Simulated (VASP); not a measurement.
# SrO in VASP: one cell, several levels of theory, part 2 of 2

VASP 6.6.1, plane waves, PAW. The steps go on from the part before.

**3. r2SCAN**

INCAR reads:

```
ENCUT = 520.000000
SIGMA = 0.010000
EDIFF = 1.00e-07
ALGO = Normal
METAGGA = R2SCAN
PREC = Accurate
IBRION = -1
ISIF = 2
ISMEAR = 0
NBANDS = 15
NELM = 120
NSW = 0
LASPH = .TRUE.
LCHARG = .FALSE.
LWAVE = .FALSE.
LREAL = .FALSE.
```

KPOINTS reads:

```
KPOINTS created by Atomic Simulation Environment
0
Gamma
8 8 8
0 0 0
```

KPOINTS_OPT reads:

```
special points
7
Reciprocal
0.0000000000 0.0000000000 0.0000000000 1
0.5000000000 0.0000000000 0.5000000000 1
0.6250000000 0.2500000000 0.6250000000 1
0.3750000000 0.3750000000 0.7500000000 1
0.5000000000 0.5000000000 0.5000000000 1
0.5000000000 0.2500000000 0.7500000000 1
0.0000000000 0.5000000000 0.5000000000 1
```

POSCAR reads:

```
Sr O
 1.0000000000000000
     0.0285068023000000    2.5826002048999999    2.5826002048999999
     2.5826002048999999    0.0285068023000000    2.5826002048999999
     2.5826002048999999    2.5826002048999999    0.0285068023000000
 Sr  O
   1   1
Cartesian
  0.0000000000000000  0.0000000000000000  0.0000000000000000
  2.5968536060499994  2.5968536060499994  2.5968536060499994
```

Started as:

```console
mpirun -np 1 vasp_std
```

Printed to the terminal (iteration lines stand in OSZICAR):

```text
POSCAR found type information on POSCAR SrO
 POSCAR found :  2 types and       2 ions
 -----------------------------------------------------------------------------
|                                                                             |
|                                                                             |
|     You enforced a specific xc type in the INCAR file but a different       |
|     I HOPE YOU KNOW WHAT YOU ARE DOING!                                     |
|                                                                             |
 -----------------------------------------------------------------------------

 LDA part: xc-table for (None), standard interpolation
 POSCAR, INCAR and KPOINTS ok, starting setup
 FFT: planning ... GRIDC
 FFT: planning ... GRID_SOFT
 FFT: planning ... GRID
 WAVECAR not read
 entering main loop
 Start KPOINTS_OPT (optional k-point list driver)
k-point batch [1-7\7]
```

OSZICAR:

```text
N       E                     dE             d eps       ncg     rms          rms(c)
DAV:   1     0.509601008911E+02    0.50960E+02   -0.86703E+03  1950   0.107E+03
DAV:   2    -0.314146367341E+02   -0.82375E+02   -0.75574E+02  2719   0.228E+02
DAV:   3    -0.346604060865E+02   -0.32458E+01   -0.32248E+01  2606   0.406E+01
DAV:   4    -0.347195164012E+02   -0.59110E-01   -0.59101E-01  2234   0.543E+00
DAV:   5    -0.347209134130E+02   -0.13970E-02   -0.13970E-02  2448   0.679E-01    0.162E+01
DAV:   6    -0.269106549324E+02    0.78103E+01   -0.45028E+00  2741   0.170E+01    0.152E+01
DAV:   7    -0.270343312949E+02   -0.12368E+00   -0.18465E-01  1964   0.387E+00    0.864E+00
DAV:   8    -0.270530410369E+02   -0.18710E-01   -0.89118E-02  1999   0.314E+00    0.831E-01
DAV:   9    -0.270494794005E+02    0.35616E-02   -0.17220E-02  2461   0.124E+00    0.247E-01
DAV:  10    -0.270495378161E+02   -0.58416E-04   -0.16315E-03  2097   0.406E-01    0.126E-01
DAV:  11    -0.270497222395E+02   -0.18442E-03   -0.31012E-04  1992   0.174E-01    0.733E-02
DAV:  12    -0.270497207283E+02    0.15112E-05   -0.29380E-05  2510   0.452E-02    0.188E-02
DAV:  13    -0.270497183586E+02    0.23697E-05   -0.69372E-06  2468   0.259E-02    0.125E-02
DAV:  14    -0.270497181569E+02    0.20172E-06   -0.66265E-07  2313   0.745E-03    0.371E-03
DAV:  15    -0.270497179969E+02    0.15997E-06   -0.59263E-08  1103   0.223E-03    0.222E-03
DAV:  16    -0.270497179548E+02    0.42124E-07   -0.23424E-08  1066   0.135E-03
   1 F= -.27049718E+02 E0= -.27049718E+02  d E =-.595218-154
       N       E                     dE             ncg
DAV:   1     0.438466656951E+03   -0.43086E+04      210
DAV:   2    -0.696758764230E+02   -0.50814E+03      294
DAV:   3    -0.898545834912E+02   -0.20179E+02      297
DAV:   4    -0.902922735746E+02   -0.43769E+00      239
DAV:   5    -0.903018353340E+02   -0.95618E-02      273
DAV:   6    -0.903021788828E+02   -0.34355E-03      231
DAV:   7    -0.903021920432E+02   -0.13160E-04      259
DAV:   8    -0.903021925515E+02   -0.50831E-06      206
DAV:   9    -0.903021925683E+02   -0.16795E-07      196
```

From OUTCAR:

```text
k-points           NKPTS =     65   k-points in BZ     NKDIM =     65   number of bands    NBANDS=     15

   NELECT =      16.0000    total number of electrons

   dimension x,y,z NGX =    28 NGY =   28 NGZ =   28
   dimension x,y,z NGXF=    56 NGYF=   56 NGZF=   56

  energy-cutoff  :      520.00
  volume of cell :       33.88
      direct lattice vectors                 reciprocal lattice vectors
     0.028506802  2.582600205  2.582600205    -0.196838674  0.194689685  0.194689685
     2.582600205  0.028506802  2.582600205     0.194689685 -0.196838674  0.194689685
     2.582600205  2.582600205  0.028506802     0.194689685  0.194689685 -0.196838674

 k-points in reciprocal lattice and weights: KPOINTS created by Atomic Simulation Env
   0.00000000  0.00000000  0.00000000       0.002
   0.12500000  0.00000000 -0.00000000       0.012
   0.25000000  0.00000000 -0.00000000       0.012
   0.37500000  0.00000000  0.00000000       0.012
   0.50000000  0.00000000 -0.00000000       0.006
   0.12500000  0.12500000  0.00000000       0.012
   0.25000000  0.12500000  0.00000000       0.023
   0.37500000  0.12500000  0.00000000       0.023
[... 57 more k-points ...]

 E-fermi :   1.5560

 k-point     1 :       0.0000    0.0000    0.0000
  band No.  band energies     occupation
      1     -32.1053      2.00000
      2     -14.6742      2.00000
      3     -13.1293      2.00000
      4     -13.1223      2.00000
      5     -13.1223      2.00000
      6       1.3339      2.00000
      7       1.3704      2.00000
      8       1.3704      2.00000
      9       6.0376      0.00000
     10       8.0079      0.00000
     11       8.2084      0.00000
     12       8.2084      0.00000
     13      10.4732      0.00000
     14      10.4732      0.00000
     15      14.6754      0.00000

 k-point     2 :       0.1250    0.0000   -0.0000
  band No.  band energies     occupation
      1     -32.0845      2.00000
      2     -14.9630      2.00000
      3     -13.1391      2.00000
      4     -13.1356      2.00000
      5     -12.8859      2.00000
      6       0.9383      2.00000
      7       1.1372      2.00000
      8       1.1772      2.00000
      9       6.7264      0.00000
     10       8.0045      0.00000
     11       8.3497      0.00000
     12       8.5293      0.00000
     13      10.8880      0.00000
     14      10.8885      0.00000
     15      15.7233      0.00000

 k-point     3 :       0.2500    0.0000   -0.0000
  band No.  band energies     occupation
      1     -32.0337      2.00000
      2     -15.4791      2.00000
      3     -13.1673      2.00000
      4     -13.1646      2.00000
      5     -12.4950      2.00000
      6       0.1291      2.00000
      7       0.7005      2.00000
      8       0.7569      2.00000
      9       7.9226      0.00000
     10       8.2695      0.00000
     11       9.2062      0.00000
     12       9.4029      0.00000
     13      11.9275      0.00000
     14      11.9295      0.00000
     15      17.8034      0.00000

 k-point     4 :       0.3750    0.0000    0.0000
  band No.  band energies     occupation
      1     -31.9822      2.00000
      2     -15.8855      2.00000
      3     -13.1985      2.00000
      4     -13.1896      2.00000
      5     -12.2144      2.00000
      6      -0.5234      2.00000
      7       0.3160      2.00000
      8       0.3861      2.00000
      9       8.2403      0.00000
     10       9.8017      0.00000
     11      10.2650      0.00000
     12      10.4729      0.00000
     13      13.2079      0.00000
     14      13.2247      0.00000
     15      17.8254      0.00000

 k-point     5 :       0.5000    0.0000   -0.0000
  band No.  band energies     occupation
      1     -31.9606      2.00000
      2     -16.0360      2.00000
      3     -13.2112      2.00000
      4     -13.1998      2.00000
      5     -12.1159      2.00000
      6      -0.7665      2.00000
      7       0.1686      2.00000
      8       0.2438      2.00000
      9       8.4895      0.00000
     10      10.4735      0.00000
     11      10.7829      0.00000
     12      10.9942      0.00000
     13      14.0586      0.00000
     14      14.0872      0.00000
     15      17.2603      0.00000

 k-point     6 :       0.1250    0.1250    0.0000
  band No.  band energies     occupation
      1     -32.0782      2.00000
      2     -14.9959      2.00000
      3     -13.1822      2.00000
      4     -13.1756      2.00000
      5     -12.8140      2.00000
      6       0.6193      2.00000
      7       1.2776      2.00000
      8       1.3031      2.00000
      9       6.7927      0.00000
     10       7.4345      0.00000
     11       8.7535      0.00000
     12       8.8764      0.00000
     13      10.6901      0.00000
     14      11.3066      0.00000
     15      16.0054      0.00000

 k-point     7 :       0.2500    0.1250    0.0000
  band No.  band energies     occupation
      1     -32.0381      2.00000
      2     -15.3294      2.00000
      3     -13.2323      2.00000
      4     -13.2082      2.00000
      5     -12.5977      2.00000
      6       0.1294      2.00000
      7       0.9871      2.00000
      8       1.0621      2.00000
      9       7.1467      0.00000
     10       7.8258      0.00000
     11       9.5355      0.00000
     12       9.6548      0.00000
     13      11.3017      0.00000
     14      12.1774      0.00000
     15      17.7663      0.00000

 k-point     8 :       0.3750    0.1250    0.0000
  band No.  band energies     occupation
      1     -31.9871      2.00000
      2     -15.6979      2.00000
      3     -13.2614      2.00000
      4     -13.2516      2.00000
      5     -12.3978      2.00000
      6      -0.2449      2.00000
      7       0.5065      2.00000
      8       0.6684      2.00000
      9       7.5356      0.00000
     10       9.0763      0.00000
     11      10.4826      0.00000
     12      10.6633      0.00000
     13      12.5574      0.00000
     14      13.1333      0.00000
     15      18.0335      0.00000

 k-point     9 :       0.5000    0.1250    0.0000
  band No.  band energies     occupation
      1     -31.9552      2.00000
      2     -15.9078      2.00000
      3     -13.3164      2.00000
      4     -13.2465      2.00000
      5     -12.2769      2.00000
      6      -0.4925      2.00000
      7       0.3115      2.00000
      8       0.3641      2.00000
      9       8.2912      0.00000
     10       9.4529      0.00000
     11      11.0479      0.00000
     12      11.5321      0.00000
     13      13.8034      0.00000
     14      14.1111      0.00000
     15      16.6128      0.00000

 k-point    10 :      -0.3750    0.1250    0.0000
  band No.  band energies     occupation
      1     -31.9617      2.00000
      2     -15.8779      2.00000
      3     -13.3514      2.00000
      4     -13.2035      2.00000
      5     -12.2678      2.00000
      6      -0.5039      2.00000
      7       0.2387      2.00000
      8       0.5307      2.00000
      9       8.2971      0.00000
     10       9.4667      0.00000
     11      10.5122      0.00000
     12      11.3033      0.00000
     13      13.6589      0.00000
     14      13.9786      0.00000
     15      16.8339      0.00000

 k-point    11 :      -0.2500    0.1250   -0.0000
  band No.  band energies     occupation
      1     -32.0027      2.00000
      2     -15.6239      2.00000
      3     -13.3261      2.00000
      4     -13.1538      2.00000
      5     -12.3938      2.00000
      6      -0.1889      2.00000
      7       0.4060      2.00000
      8       0.9119      2.00000
      9       7.7788      0.00000
     10       8.7615      0.00000
     11       9.4584      0.00000
     12      10.4834      0.00000
     13      12.4141      0.00000
     14      12.7775      0.00000
     15      18.4377      0.00000

 k-point    12 :      -0.1250    0.1250    0.0000
  band No.  band energies     occupation
      1     -32.0534      2.00000
      2     -15.2523      2.00000
      3     -13.2371      2.00000
      4     -13.1265      2.00000
      5     -12.6435      2.00000
      6       0.3808      2.00000
      7       0.7710      2.00000
      8       1.2058      2.00000
      9       7.5284      0.00000
     10       7.6949      0.00000
     11       8.6379      0.00000
     12       9.4480      0.00000
     13      11.2530      0.00000
     14      11.7251      0.00000
     15      17.1344      0.00000

[... the tables of k-points 13 to 65 left out ...]

  Total        0.3921673      0.3921673      0.3921673     -0.1335322     -0.1335322     -0.1335322
  in kB       18.5451768     18.5451768     18.5451768     -6.3145953     -6.3145953     -6.3145953
  external PRESSURE =      18.5451768 kB  Pullay stress =       0.0000000 kB

 POSITION                                       TOTAL-FORCE (eV/Angst)
 -----------------------------------------------------------------------------------
      0.00000      0.00000      0.00000         0.000000      0.000000      0.000000
      2.59685      2.59685      2.59685        -0.000000     -0.000000     -0.000000
 -----------------------------------------------------------------------------------
    total drift:                                0.000000      0.000000      0.000000

  FREE ENERGIE OF THE ION-ELECTRON SYSTEM (eV)
  ---------------------------------------------------
  free  energy   TOTEN  =       -27.0497179548 eV

  energy  without entropy=      -27.0497179548  energy(sigma->0) =      -27.04971795
```

Hardware: 1 MPI rank of Intel Xeon Platinum 8488C, shared host.

The levels at the points of KPOINTS_OPT are read from vasprun.xml.

Band energies at the special points (eV, zero at the top of v, the last band that the electrons fill by count):

```csv
point,v−1,v,c,c+1
Γ,0.00,0.00,4.67,6.64
X,-0.11,-0.08,3.73,8.53
U,-0.56,-0.48,5.24,8.55
K,-0.56,-0.48,5.24,8.55
L,-1.10,-1.10,7.07,9.07
W,-0.45,-0.43,6.53,6.58
```

The r2SCAN gap is 3.73 eV and indirect (Γ to X), with 3.81 eV as the least direct one. Pressure: 1.85 GPa; the forces vanish within 0.01 eV/Å.

**4. Results**

The summary covers parts 1 to 2.

```
 level  gap (eV)  pressure (GPa)  Ansatz: gap (eV)  Ansatz: pressure (GPa)
   PBE      3.25            3.68              3.30                    3.09
r2SCAN      3.73            1.85              3.78                    1.30
```

**Reading.** The gap spans 3.25 eV (PBE) to 3.73 eV (r2SCAN). At this one volume the pressure spans 1.9 GPa (r2SCAN) to 3.7 GPa (PBE): PBE wants the largest cell and r2SCAN the smallest. The two programs agree on the gap within 0.06 eV, far less than the spread between functionals. The two codes have different PAW datasets and cutoffs.
